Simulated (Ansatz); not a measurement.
Wanted: the native input for an Ansatz 0.2.0 run.

```yaml
Task: band structure
Functional: LDA
Potentials_or_basis: Ansatz PAW
Cutoff: "420 eV (not typed: the program's choice for these potentials)"
k_mesh: 8 × 8 × 5
Occupations: fermi-dirac, width 0.05 eV
Spin: spin-orbit coupling, no magnetisation
Path: "[[\"G\", \"M\", \"K\", \"G\", \"A\", \"L\", \"H\", \"A\"], [\"L\", \"M\"], [\"K\", \"H\"]]"
Points_for_each_segment_of_the_path: 14
```

Crystal: Ir.

```
Ir
1.0
     2.75138    0.00000    0.00000
    -1.37569    2.38276    0.00000
     0.00000    0.00000    4.46229
Ir
2
Direct
  0.33333 0.66667 0.25000
  0.66667 0.33333 0.75000
```

This isn't the form of Ir at room conditions, which is fcc.

One way to write it, as run:

input.yaml

```yaml
crystal:
  lattice:
    - [2.7513778946, 0.0, 0.0]
    - [-1.3756889473, 2.3827631521, 0.0]
    - [0.0, 0.0, 4.46229]
  atoms:
    - { symbol: Ir, position: [0.3333333333, 0.6666666667, 0.25] }
    - { symbol: Ir, position: [0.6666666667, 0.3333333333, 0.75] }
hamiltonian:
  xc: lda
  pseudopotentials: { kind: paw_fr }
magnetization:
  noncollinear: true
  spin_orbit: true
kpoints:
  mp_grid: { grid: [8, 8, 5] }
  band_path:
    path:
      - [[0.0, 0.0, 0.0], [0.5, 0.0, 0.0], [0.3333333333, 0.3333333333, 0.0], [0.0, 0.0, 0.0], [0.0, 0.0, 0.5], [0.5, 0.0, 0.5], [0.3333333333, 0.3333333333, 0.5], [0.0, 0.0, 0.5]]
      - [[0.5, 0.0, 0.5], [0.5, 0.0, 0.0]]
      - [[0.3333333333, 0.3333333333, 0.0], [0.3333333333, 0.3333333333, 0.5]]
    npoints: 14
scf:
  occupations: { method: fermi_dirac, width: 0.05 }
  n_extra_bands: 6
output:
  forces: true
  stress: true
  eigenvalues: true
  fatbands: true
```

Potentials or basis: Ansatz PAW.

The run is started by

```sh
$ ansatz run input.yaml --threads 2 --pin off --max-ram 5632MiB --backend cpu --events-out ev --progress --plain --runs-dir out
```

It gave:

```json
{
  "Pressure": "-16.4 GPa",
  "Band gap on the k mesh": "none (metal or under the smearing width)"
}
```

Caveat: the PAW data sets come from PBE, with cores solved anew for the run's functional, which leaves a small shift of forces and pressure.

It took 18 s on 2 threads of Arm Neoverse V1, with other jobs on the host, peak memory 0.39 GiB.
